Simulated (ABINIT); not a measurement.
BN, 2 atoms in the cell. The structure is trigonal, space group R3m (No. 160). The conventional cell has a = 2.502 Å, b = 2.502 Å, c = 10.119 Å, α = 90.00°, β = 90.00°, γ = 120.00°. N (site symmetry 3m) has 3 B at 1.44 Å as nearest neighbours. B (site symmetry 3m) has 3 N at 1.44 Å as nearest neighbours. The cell is a database's computed one.

```yaml
Program: ABINIT 10.8.3 (patched build)
Task: single point
Functional: PBEsol
Potentials_or_basis: PseudoDojo NC SR PBEsol v0.4.1 standard
Cutoff: 980 eV
k_mesh: 9 × 9 × 9
Occupations: fermi-dirac, width 0.05 eV
Spin: no spin polarisation
```

Potentials or basis: PseudoDojo NC SR PBEsol v0.4.1 standard.

Run with:

```bash
$ abinit run.abi > log 2>&1
```

Hardware: 1 thread of Arm Neoverse V1 (shared host).

Estimate the wall time of this run.

It took 41 s on 1 thread of Arm Neoverse V1 (shared host), peak memory 0.08 GiB. Counts: scf iterations 10, mpi ranks 1, k points 85, bands 8, plane waves 1289.
